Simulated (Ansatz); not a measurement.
Space group P6_3/mmc (No. 194). a = 2.461 Å, b = 2.461 Å, c = 3.890 Å, α = 90.00°, β = 90.00°, γ = 120.00°
```
atom site symmetry x y z
  Fe    2c      -6m2  0.3333  0.6667  0.2500
```

Equation of state of this Fe structure (not necessarily the ground state), with shape and atoms relaxed at each volume where symmetry leaves them free. It has no gap at any of these volumes. These are results of DFT PBE, scalar-relativistic, plane waves, PAW (Ansatz), not measurements.

Plane waves to 420 eV, a k mesh through Γ of 21×21×12 on the computed 2-atom cell and Gaussian smearing (0.10 eV); no spin polarisation.

```tsv
V (Å³/atom)	E − E(largest V) (meV/atom)	P (GPa)
8.975	90.51	49.73
9.281	11.10	34.01
9.587	-40.67	20.72
9.893	-69.09	9.50
10.199	-77.78	0.00
10.505	-69.77	-8.02
10.811	-47.66	-14.80
11.218	0.00	-22.21
```

Problem. Fit a third-order Birch–Murnaghan equation to E(V).

Solution. V0 = 10.20 Å³/atom, B0 = 291 GPa, B0' = 4.6.

Spin polarisation was left out, and a magnetic state may lie lower.

This form isn't the element's structure at ambient conditions.